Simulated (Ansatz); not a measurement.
**The graphene bilayer (AB) between two gates**

How do the bands of the graphene bilayer (AB) follow a displacement field between two gates?

Calculated with Ansatz 0.2.0; plane-wave DFT, PBE-D3(BJ), Ansatz PAW.

This is a report of a sequence of runs, with most program output left out.

## (1) Starting point

The cell holds 4 atoms: 4 C. Its edges and angles: a = 2.467 Å, b = 2.467 Å, c = 37.750 Å, α = 90.0°, β = 90.0°, γ = 120.0°. Regions: layer 1: graphene, 2 atoms (2 C); layer 2: graphene, 2 atoms (2 C). Vacuum lies along c.

## (2) Relaxing the slab

The starting cell is a guess, so the in-plane lattice and the atoms are relaxed first, with the slab cut off from its images along the normal.

input.yaml

```yaml
crystal:
  lattice:
    - [2.467, 0.0, 0.0]
    - [-1.2335, 2.1364846711, 0.0]
    - [0.0, 0.0, 37.750000002]
  atoms:
    - { symbol: C, position: [0.6666666667, 0.3333333333, 0.455629139] }
    - { symbol: C, position: [0.3333333333, 0.6666666667, 0.455629139] }
    - { symbol: C, position: [0.0, 0.0, 0.544370861] }
    - { symbol: C, position: [0.6666666667, 0.3333333333, 0.544370861] }
  periodic: [true, true, false]
kpoints:
  mp_grid: { grid: [18, 18, 1] }
hamiltonian:
  xc: pbe
  dispersion: d3bj
scf:
  occupations: { method: fermi_dirac, width: 0.05 }
  convergence: { dr2_threshold: 1.0e-09 }
relax:
  f_tol: 0.004
  max_steps: 90
  cell: {}
output:
  write_potential: true
  write_density: true
  volumetric_format: npy
```

Started as:

```bash
> ansatz run input.yaml --threads 4 --pin off --max-ram 8192MiB --backend cpu --events-out ev --progress --plain --runs-dir out
```

Run time: 24 s. Hardware: 4 threads of Intel Xeon at 2.50GHz (Skylake/Cascade Lake), shared host; peak memory 0.54 GiB; 68 s of CPU time.

Step by step:

```csv
step,energy less that of the first step (eV),largest force component (eV/Å),volume (Å³)
1,0.0000,0.0175,198.97
2,0.0010,0.0195,198.78
3,-0.0006,0.0033,198.74
4,-0.0007,0.0005,198.71
5*,-0.0005,0.0005,198.71
```

Relaxation steps marked * repeat the geometry before them on a plane-wave basis chosen anew for their cell, so energy and pressure can jump there. Relaxation step 2 was tried and not accepted.

Forces are held to the 12 operations that the run works with; a distortion that breaks them can't arise in this run.

```csv
cell as run,before,after,change
a (Å),2.467,2.465,-0.1 %
b (Å),2.467,2.465,-0.1 %
```

The atoms that moved most (Å, along periodic axes as changes of fractional coordinates times the final cell, across vacuum about the mean position):

```csv
atom,dx,dy,dz,length
C2,0.000,0.000,-0.026,0.026
C3,0.000,0.000,0.026,0.026
C1,0.000,0.000,-0.026,0.026
C4,0.000,0.000,0.026,0.026
```

This step gave:

```
energy at zero smearing : -1004.2209 eV
```

The lattice constant a goes from 2.467 to 2.465 Å.

## (3) Gated layer, displacement field 0, start network

The slab is cut off from its images along the normal. Two sheets of opposite charge stand for the gates, so the stack stays neutral in a displacement field; barriers ahead of the sheets keep electrons from leaking to them. The uncharged case sets the zero.

The cell differs from the one that the last finished run ended in (c 37.750 → 36.803 Å).

input.yaml

```yaml
crystal:
  lattice:
    - [2.4653622442, 0.0, 0.0]
    - [-1.2326811221, 2.1350663331, 0.0]
    - [0.0, 0.0, 36.8027358321]
  atoms:
    - { symbol: C, position: [0.6666666667, 0.3333333333, 0.4537840178] }
    - { symbol: C, position: [0.3333333333, 0.6666666667, 0.453770613] }
    - { symbol: C, position: [0.0, 0.0, 0.546229387] }
    - { symbol: C, position: [0.6666666667, 0.3333333333, 0.5462159822] }
  periodic: [true, true, false]
  symmetry: { detect: true }
kpoints:
  mp_grid: { grid: [66, 66, 1] }
  band_path:
    path: [[0, 0, 0], [0.5, 0, 0], [0.33333333, 0.33333333, 0], [0, 0, 0]]
    npoints: 16
hamiltonian:
  xc: pbe
  dispersion: d3bj
scf:
  occupations: { method: fermi_dirac, width: 0.02585 }
  convergence: { dr2_threshold: 1.0e-10 }
output:
  forces: true
  eigenvalues: true
  dos: { projected: true, e_range: [-3, 3], de: 0.01 }
  write_potential: true
  write_density: true
  volumetric_format: npy
  elf: true
external_charges:
  - { charge: 0, barrier: 10, axis: 3, height: 23.603, sigma: 0.25 }
  - { charge: 0, barrier: 10, axis: 3, height: 13.2, sigma: 0.25 }
```

Run time: 74 s. Hardware: 4 threads; peak memory 1.2 GiB.

This step gave:

```
potential beyond the upper barrier and gate, less the barrier, from the Fermi level : 4.265 eV
```

Running mean over a fixed 2.5 Å (it still follows the layers) of the planar mean; beyond a gate it holds the 10 eV model barrier. Electron's electrostatic potential energy less the Fermi level against z:

```csv
z (Å),electron's electrostatic potential energy less the Fermi level (eV)
4,14.3
5,14.3
6,14.3
7,14.3
8,14.3
9,14.3
10,14.3
11,14.3
12,13.7
13,10.1
14,6.03
15,2.39
16,-7.66
17,-8.64
18,-2.22
19,-4.49
20,-8.76
21,-6.36
22,3.36
23,6.83
24,10.9
25,14.1
26,14.3
27,14.3
28,14.3
29,14.3
30,14.3
31,14.3
32,14.3
33,14.3
```

The density of states has structure finer than the step of the table below, so its rows give means over 0.2 eV, whole bins alone (the curve runs from -3 to 1.99 eV). Peaks (eV: height): -2.55: 1.16, -2.20: 1.17, 1.56: 1.53, 1.89: 1.33.

Table of density of states by energy, zero at the Fermi level; means over each step:

```csv
energy (eV),density of states (states/eV a cell)
-2.8,0.772
-2.6,0.934
-2.4,0.889
-2.2,0.962
-2.0,0.685
-1.8,0.538
-1.6,0.441
-1.4,0.364
-1.2,0.299
-1.0,0.241
-0.8,0.190
-0.6,0.141
-0.4,0.0916
-0.2,0.0455
0.0,0.0159
0.2,0.0380
0.4,0.0863
0.6,0.143
0.8,0.203
1.0,0.278
1.2,0.382
1.4,0.586
1.6,1.04
1.8,0.980
```

Projected DOS per atom over height of the atomic layer and energy from the Fermi level. Layers: C2 C2 from below.

Ten even steps from '_' (0.005 states/eV) to '@' (0.244 states/eV), each cell a mean:
```
@@@@
@@@@
****
----
::::
....
....
____
____
____
____
....
....
::::
----
====
++++
****
@@@@
@@@@
%%%%
####
```
Columns: height of the atomic layer (Å) from 16.7 to 20.1; rows upwards: energy from the Fermi level (eV) from -2.98 to 1.97.

The electronic bands at the labelled points (eV, zero at the Fermi level):

```csv
point,band 5,band 6,band 7,band 8,band 9,band 10,band 11,band 12
Γ,-3.04,-3.04,-3.03,-3.03,3.96,4.79,7.36,8.33
halfway,-6.30,-5.46,-5.06,-5.04,5.89,6.66,7.16,7.37
M,-6.43,-6.41,-2.54,-2.21,1.55,1.88,7.30,7.48
halfway,-8.26,-8.21,-1.94,-1.62,1.40,1.56,9.80,10.05
K,-10.56,-10.56,-0.30,0.00,0.00,0.32,10.59,10.59
halfway,-6.42,-6.40,-5.73,-4.91,6.26,6.48,6.53,7.36
Γ,-3.04,-3.04,-3.03,-3.03,3.96,4.79,7.36,8.33
```

Valence density in the ca plane at fractional y = 0.333, with atoms of C within 0.2 Å of it. It is the smooth field of the valence electrons, not physical close to the nuclei.

Values in e/Å³, 5 rows by 16 columns, each cell a mean:
```
0.0 0.0 0.0 0.0 0.0 0.0 0.1 1.2 0.6 0.1 0.7 1.2 0.1 0.0 0.0 0.0
0.0 0.0 0.0 0.0 0.0 0.0 0.1 1.4 0.8 0.1 0.8 1.4 0.1 0.0 0.0 0.0
0.0 0.0 0.0 0.0 0.0 0.0 0.1 1.2 0.6 0.1 0.7 1.1 0.1 0.0 0.0 0.0
0.0 0.0 0.0 0.0 0.0 0.0 0.1 0.7 0.4 0.0 0.4 0.7 0.1 0.0 0.0 0.0
0.0 0.0 0.0 0.0 0.0 0.0 0.1 0.7 0.4 0.0 0.4 0.7 0.1 0.0 0.0 0.0
```
Columns run along c (16.0 Å, from fractional 0.25 to 0.68 of the cell), rows up along a (2.5 Å). Atoms in or near the plane, at fractional coordinates: C at (0.45, 0.67), C at (0.55, 0.67).

ELF in the ca plane at fractional y = 0.333, with atoms of C within 0.2 Å of it. It is the smooth field of the valence electrons, not physical close to the nuclei.

Values, 5 rows by 16 columns, each cell a mean:
```
0.00 0.00 0.00 0.00 0.00 0.02 0.32 0.66 0.58 0.10 0.61 0.67 0.30 0.01 0.00 0.00
0.00 0.00 0.00 0.00 0.00 0.02 0.37 0.35 0.50 0.13 0.50 0.37 0.35 0.02 0.00 0.00
0.00 0.00 0.00 0.00 0.00 0.02 0.31 0.68 0.59 0.10 0.60 0.67 0.29 0.01 0.00 0.00
0.00 0.00 0.00 0.00 0.00 0.01 0.20 0.61 0.46 0.06 0.48 0.60 0.18 0.01 0.00 0.00
0.00 0.00 0.00 0.00 0.00 0.01 0.20 0.61 0.46 0.06 0.49 0.61 0.19 0.01 0.00 0.00
```
Columns run along c (16.0 Å, from fractional 0.25 to 0.68 of the cell), rows up along a (2.5 Å). Atoms in or near the plane, at fractional coordinates: C at (0.45, 0.67), C at (0.55, 0.67).

Electrostatic potential energy in the ca plane at fractional y = 0.333, with atoms of C within 0.2 Å of it. With pseudopotentials it is smooth inside the atoms' cores, unlike the true potential.

Ten even steps from '0' (-52 eV) to '9' (10 eV), each cell a mean:
```
99999999999988888887435788887534678888889999
99999999999988888876101678886200578888889999
99999999999988888875000678886100478888889999
99999999999988888876202688887301678888889999
99999999999988888887545788887645778888889999
99999999999988888887656788887666788888889999
99999999999988888887656788887656788888889999
99999999999988888887666788887656788888889999
```
Columns run along c (16.0 Å, from fractional 0.25 to 0.68 of the cell; values clipped at the 3rd and 97th percentile), rows up along a (2.5 Å). Atoms in or near the plane, at fractional coordinates: C at (0.45, 0.67), C at (0.55, 0.67).

There is no gap.

## (4) Gated layer, displacement field 0.905 V/nm

input.yaml, as its differences from that of step 3:

```diff
@@ -26,3 +26,2 @@
   eigenvalues: true
-  dos: { projected: true, e_range: [-3, 3], de: 0.01 }
   write_potential: true
@@ -30,5 +29,6 @@
   volumetric_format: npy
-  elf: true
 external_charges:
   - { charge: 0, barrier: 10, axis: 3, height: 23.603, sigma: 0.25 }
+  - { charge: -0.002632, axis: 3, height: 25.103, sigma: 0.5 }
   - { charge: 0, barrier: 10, axis: 3, height: 13.2, sigma: 0.25 }
+  - { charge: 0.002632, axis: 3, height: 11.7, sigma: 0.5 }
```

Elapsed: 82 s, on 4 threads; peak memory 1.2 GiB; 5.3 min of CPU time.

This step gave:

| Property | Result |
| --- | --- |
| gap along the path | 0.07902 eV |
| smallest direct gap along the path | 0.07902 eV |
| gap, the smaller of path and mesh | 0.07902 eV |
| potential beyond the upper barrier and gate, less the barrier, from the Fermi level | 4.660 eV |

The electronic bands at the labelled points (eV, zero at the Fermi level of the run, which the smearing sets inside the gap):

```csv
point,band 5,band 6,band 7,band 8,band 9,band 10,band 11,band 12
Γ,-3.07,-3.07,-2.99,-2.99,3.94,4.81,7.36,8.30
halfway,-6.31,-5.45,-5.09,-5.01,5.87,6.67,7.16,7.38
M,-6.46,-6.38,-2.54,-2.21,1.54,1.88,7.29,7.49
halfway,-8.28,-8.19,-1.95,-1.61,1.39,1.57,9.79,10.05
K,-10.60,-10.52,-0.31,-0.04,0.04,0.32,10.55,10.63
halfway,-6.45,-6.37,-5.73,-4.91,6.26,6.49,6.52,7.37
Γ,-3.07,-3.07,-2.99,-2.99,3.94,4.81,7.36,8.30
```

The gap, the smaller of path and mesh, is 0.079 eV.

## (5) Gated layer, displacement field 1.81 V/nm

input.yaml, as its differences from that of step 4:

```diff
@@ -31,4 +31,4 @@
   - { charge: 0, barrier: 10, axis: 3, height: 23.603, sigma: 0.25 }
-  - { charge: -0.002632, axis: 3, height: 25.103, sigma: 0.5 }
+  - { charge: -0.005264, axis: 3, height: 25.103, sigma: 0.5 }
   - { charge: 0, barrier: 10, axis: 3, height: 13.2, sigma: 0.25 }
-  - { charge: 0.002632, axis: 3, height: 11.7, sigma: 0.5 }
+  - { charge: 0.005264, axis: 3, height: 11.7, sigma: 0.5 }
```

Wall time 85 s (4 threads); peak memory 1.2 GiB.

The gap, the smaller of path and mesh, is 0.161 eV.

## (6) Gated layer, displacement field 2.71 V/nm

input.yaml, as its differences from that of step 5:

```diff
@@ -31,4 +31,4 @@
   - { charge: 0, barrier: 10, axis: 3, height: 23.603, sigma: 0.25 }
-  - { charge: -0.005264, axis: 3, height: 25.103, sigma: 0.5 }
+  - { charge: -0.007896, axis: 3, height: 25.103, sigma: 0.5 }
   - { charge: 0, barrier: 10, axis: 3, height: 13.2, sigma: 0.25 }
-  - { charge: 0.005264, axis: 3, height: 11.7, sigma: 0.5 }
+  - { charge: 0.007896, axis: 3, height: 11.7, sigma: 0.5 }
```

Run time: 90 s. Hardware: 4 threads; peak memory 1.2 GiB.

The electronic bands at the labelled points (eV, zero at the Fermi level of the run, which the smearing sets inside the gap):

```csv
point,band 5,band 6,band 7,band 8,band 9,band 10,band 11,band 12
Γ,-3.16,-3.16,-2.92,-2.92,3.81,4.90,7.37,8.22
halfway,-6.33,-5.45,-5.17,-4.94,5.74,6.73,7.13,7.41
M,-6.55,-6.31,-2.59,-2.18,1.50,1.91,7.23,7.53
halfway,-8.36,-8.12,-1.99,-1.58,1.33,1.62,9.74,10.09
K,-10.69,-10.45,-0.34,-0.13,0.11,0.33,10.45,10.70
halfway,-6.54,-6.30,-5.76,-4.90,6.20,6.39,6.53,7.45
Γ,-3.16,-3.16,-2.92,-2.92,3.81,4.90,7.37,8.22
```

The gap, the smaller of path and mesh, is 0.232 eV.

## (7) Gated layer, displacement field 3.62 V/nm

input.yaml, as its differences from that of step 6:

```diff
@@ -26,2 +26,3 @@
   eigenvalues: true
+  dos: { projected: true, e_range: [-3, 3], de: 0.01 }
   write_potential: true
@@ -29,6 +30,7 @@
   volumetric_format: npy
+  elf: true
 external_charges:
   - { charge: 0, barrier: 10, axis: 3, height: 23.603, sigma: 0.25 }
-  - { charge: -0.007896, axis: 3, height: 25.103, sigma: 0.5 }
+  - { charge: -0.010527, axis: 3, height: 25.103, sigma: 0.5 }
   - { charge: 0, barrier: 10, axis: 3, height: 13.2, sigma: 0.25 }
-  - { charge: 0.007896, axis: 3, height: 11.7, sigma: 0.5 }
+  - { charge: 0.010527, axis: 3, height: 11.7, sigma: 0.5 }
```

It took 86 s on 4 threads; peak memory 1.2 GiB.

The gap, the smaller of path and mesh, is 0.239 eV.

## (8) Gated layer, displacement field -1.81 V/nm

input.yaml, as its differences from that of step 7:

```diff
@@ -33,4 +33,4 @@
   - { charge: 0, barrier: 10, axis: 3, height: 23.603, sigma: 0.25 }
-  - { charge: -0.010527, axis: 3, height: 25.103, sigma: 0.5 }
+  - { charge: 0.005264, axis: 3, height: 25.103, sigma: 0.5 }
   - { charge: 0, barrier: 10, axis: 3, height: 13.2, sigma: 0.25 }
-  - { charge: 0.010527, axis: 3, height: 11.7, sigma: 0.5 }
+  - { charge: -0.005264, axis: 3, height: 11.7, sigma: 0.5 }
```

Elapsed: 89 s, on 4 threads; peak memory 1.2 GiB.

The density of states has structure finer than the step of the table below, so its rows give means over 0.1 eV, whole bins alone (the curve runs from -3 to 2.07 eV). Peaks (eV: height): -2.56: 1.07, -2.20: 1.38, 1.53: 1.80, 1.90: 1.42.

Density of states against energy, zero at the Fermi level of the run, which the smearing sets inside the gap; means over each step:

```csv
energy (eV),density of states (states/eV a cell)
-2.9,0.740
-2.8,0.776
-2.7,0.833
-2.6,0.973
-2.5,0.920
-2.4,0.857
-2.3,0.879
-2.2,1.07
-2.1,0.814
-2.0,0.682
-1.9,0.601
-1.8,0.538
-1.7,0.485
-1.6,0.439
-1.5,0.400
-1.4,0.364
-1.3,0.329
-1.2,0.299
-1.1,0.268
-1.0,0.241
-0.9,0.214
-0.8,0.187
-0.7,0.166
-0.6,0.138
-0.5,0.119
-0.4,0.0901
-0.3,0.0611
-0.2,0.0479
-0.1,0.0374
0.0,0
0.1,0.0331
0.2,0.0415
0.3,0.0535
0.4,0.0900
0.5,0.118
0.6,0.145
0.7,0.174
0.8,0.205
0.9,0.241
1.0,0.281
1.1,0.328
1.2,0.386
1.3,0.468
1.4,0.597
1.5,1.07
1.6,0.973
1.7,0.847
1.8,0.890
1.9,1.13
2.0,0.884
```

The gap, the smaller of path and mesh, is 0.161 eV.

## (9) The series together

This step: plane-wave DFT, PBE-D3(BJ), Ansatz PAW; response to a displacement field between two gates (Ansatz 0.2.0).

The potential behind each gate is read from every run and counted from the uncharged case.

This step gave:

| Property | Result |
| --- | --- |
| electrostatic distance between the gates | 8.780 Å |
| geometric distance between the gates | 13.40 Å |

Electron's potential behind the upper gate less behind the lower, less the value without field. Step of the electron's potential energy between the gates against displacement field D/eps0:

```csv
displacement field D/eps0 (V/nm),step of the electron's potential energy between the gates (eV)
-1.81,-1.59
0.00,0
0.90,0.793
1.81,1.59
2.71,2.38
3.62,3.18
```

The smaller of the gaps on the path and on the k-mesh, counted as 0 under 0.03 eV. The gap by displacement field D/eps0:

```csv
displacement field D/eps0 (V/nm),gap (eV)
-1.81,0.161
0.00,0
0.90,0.079
1.81,0.161
2.71,0.232
3.62,0.239
```

By hand: 3.62 V/nm over the 13.40 Å between the sheets would give 4.85 V in vacuum; the run has 3.18 V, as over 8.77 Å.

## (10) Varying the input

This step: plane-wave DFT, PBE-D3(BJ), Ansatz PAW (Ansatz 0.2.0).

A run with a changed input: it repeats the earlier run at 0.905 V/nm with scf.mixing.algorithm to msr1, scf.mixing.beta to 0.05 and kpoints.mp_grid.shift to [0.5, 0.5, 0.0].

input.yaml, the sections that differ from step 8:

```yaml
kpoints:
  mp_grid: { grid: [66, 66, 1], shift: [0.5, 0.5, 0.0] }
  band_path:
    path: [[0, 0, 0], [0.5, 0, 0], [0.33333333, 0.33333333, 0], [0, 0, 0]]
    npoints: 16
scf:
  occupations: { method: fermi_dirac, width: 0.02585 }
  convergence: { dr2_threshold: 1.0e-10 }
  mixing: { algorithm: msr1, beta: 0.05 }
output:
  forces: true
  eigenvalues: true
  write_potential: true
  write_density: true
  volumetric_format: npy
external_charges:
  - { charge: 0, barrier: 10, axis: 3, height: 23.603, sigma: 0.25 }
  - { charge: -0.002632, axis: 3, height: 25.103, sigma: 0.5 }
  - { charge: 0, barrier: 10, axis: 3, height: 13.2, sigma: 0.25 }
  - { charge: 0.002632, axis: 3, height: 11.7, sigma: 0.5 }
# crystal, hamiltonian: as in step 8
```

Wall time 4 min (4 threads); peak memory 2.7 GiB.

This step gave:

```
gap along the path                                                                  : 0.07893 eV
smallest direct gap along the path                                                  : 0.07893 eV
gap, the smaller of path and mesh                                                   : 0.07893 eV
potential beyond the upper barrier and gate, less the barrier, from the Fermi level : 4.657 eV
```

The electronic bands at the labelled points (eV, zero at the Fermi level of the run, which the smearing sets inside the gap):

```csv
point,band 5,band 6,band 7,band 8,band 9,band 10,band 11,band 12
Γ,-3.07,-3.07,-3.00,-3.00,3.94,4.80,7.36,8.30
halfway,-6.31,-5.46,-5.09,-5.01,5.87,6.67,7.16,7.37
M,-6.46,-6.38,-2.55,-2.21,1.54,1.88,7.29,7.48
halfway,-8.28,-8.19,-1.95,-1.62,1.39,1.57,9.79,10.05
K,-10.60,-10.53,-0.31,-0.05,0.03,0.32,10.55,10.63
halfway,-6.46,-6.38,-5.74,-4.91,6.25,6.49,6.52,7.37
Γ,-3.07,-3.07,-3.00,-3.00,3.94,4.80,7.36,8.30
```

```csv
quantity,this run,earlier run,difference
gap along the path (eV),0.07893,0.07902,-9.2e-5
smallest direct gap along the path (eV),0.07893,0.07902,-9.2e-5
"potential beyond the upper barrier and gate, less the barrier, from the Fermi level (eV)",4.657,4.660,-0.0032
```

Nothing in the table moves by 0.01 in its unit. The run took 11 SCF cycles against 13.

On this path the gap is direct, 0.08 eV, with the valence top at K and the conduction bottom at K.

## (11) The same run with other settings: basis.xc_grid = 4

Another changed input: it repeats the earlier run at 0.905 V/nm with basis.xc_grid to 4.

input.yaml, as its differences from that of step 10:

```diff
@@ -13,3 +13,3 @@
 kpoints:
-  mp_grid: { grid: [66, 66, 1], shift: [0.5, 0.5, 0.0] }
+  mp_grid: { grid: [66, 66, 1] }
   band_path:
@@ -23,3 +23,2 @@
   convergence: { dr2_threshold: 1.0e-10 }
-  mixing: { algorithm: msr1, beta: 0.05 }
 output:
@@ -35 +34,3 @@
   - { charge: 0.002632, axis: 3, height: 11.7, sigma: 0.5 }
+basis:
+  xc_grid: 4
```

It took 95 s on 4 threads; peak memory 1.3 GiB; 6.2 min of CPU time.

Numbers from this step:

* gap along the path: 0.07902 eV
* smallest direct gap along the path: 0.07902 eV
* gap, the smaller of path and mesh: 0.07902 eV
* potential beyond the upper barrier and gate, less the barrier, from the Fermi level: 4.660 eV

The electronic bands at the labelled points (eV, zero at the Fermi level of the run, which the smearing sets inside the gap):

(Unchanged from step 4.)

```csv
quantity,this run,earlier run,difference
gap along the path (eV),0.07902,0.07902,1.0e-6
smallest direct gap along the path (eV),0.07902,0.07902,1.0e-6
"potential beyond the upper barrier and gate, less the barrier, from the Fermi level (eV)",4.660,4.660,0
```

Nothing in the table moves by 0.01 in its unit.

## (12) Outcome

| Property | Result |
| --- | --- |
| gap with uncharged gates | none |
| electrostatic distance between the gates | 8.78 Å |
| geometric distance between the gates | 13.4 Å |
| gap at 3.62 V/nm | 0.239 eV |

The field opens a gap, 0.24 eV at 3.6 V/nm. The layers screen the field: the voltage is that of a vacuum gap 4.6 Å narrower than the real distance. The gates are charged sheets behind model barriers, not atoms. Gaps are the smaller of those on the path and on the mesh; band edges between these points would make them smaller still. In an AB bilayer of this kind the bands near K take a Mexican-hat shape, so the gap lies off K and is smaller than the splitting there.

[Logs are printed without paths, hosts, clocks, repeated set-up lines and the standing remarks that a program may print on its own settings, such as how far it seeks lower states.]

[Hosts, paths, dates, database ids (printed as entryN), source tags and the programs' standing remarks are cut or masked in the printed files.]

[Maps of the electrostatic potential energy from Ansatz leave out the sawtooth potential of an applied field or a dipole correction, so their vacuum need not be flat; planar profiles and work functions include it.]

[The density of states shown here was stored with 400 of the rows of the run's finer table, so its peaks can read low, often by over a quarter, or be missed, and its means over a window can be off by a tenth or more.]
